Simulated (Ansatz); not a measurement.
**HgTe (F-43m), an elastic constant from a strain scan**

Computed with DFT PBE, scalar-relativistic, plane waves, PAW in Ansatz 0.2.0. Cutoff 420 eV, Γ-centred 16×16×16 k-points, Gaussian smearing of 0.15 eV. Spin–orbit coupling is left out, which can shift energies with elements as heavy as these. No spin polarisation. Energies are free energies at this smearing, counted from the undisturbed cell; pressure is positive in compression.

Zero of the scan (relaxed at this level):

```
Hg Te
1.0
     0.00000    3.32480    3.32480
     3.32480    0.00000    3.32480
     3.32480    3.32480    0.00000
Hg Te
1 1
Direct
  0.00000 0.00000 0.00000
  0.75000 0.75000 0.75000
```

The cell is strained by ε times the Voigt pattern (0, 1, 0, 0, 0, 0) (xx, yy, zz, yz, xz, xy; engineering shear) with fractional coordinates fixed. The cell holds 2 atoms in V0 = 73.51 Å³. The stress column is τ = (1/V0) dE/dε, got from the stress tensor σ (compression positive) at each point as −det(1 + εP) σ : P(1 + εP)⁻¹, with P the pattern as a tensor.

```csv
ε,ΔE (meV/atom),τ (GPa)
-0.0400,8.606,-1.896
-0.0300,4.821,-1.405
-0.0200,2.146,-0.928
0.0000,0.000,-0.016
0.0100,0.463,0.419
0.0300,4.305,1.247
0.0400,?,?
```

Q: Which combination of elastic constants does this scan measure, and how large is it?

A: For small ε, τ = τ0 + Kε with K = pᵀCp, which for this pattern is C11 in the cubic axes. The parabola through τ at ε = -0.0200, 0 and 0.0100 has slope K = 44 GPa at zero. The energies per cell, E = NΔE, of the same two points give K = 2[E(ε₊)/ε₊ − E(ε₋)/ε₋]/[(ε₊ − ε₋)V0] = 45 GPa, in agreement.

Q: Predict the withheld row at ε = 0.0400 from the harmonic law, and compare.

A: ΔE = V0(τ0 ε + Kε²/2)/N = 7.963 meV/atom and τ = 1.75 GPa. The calculation gives 7.619 meV/atom and 1.64 GPa, a miss of 4.3 % of the harmonic energy, so the harmonic law still holds here.

In a metal these slopes depend on the k mesh and the smearing.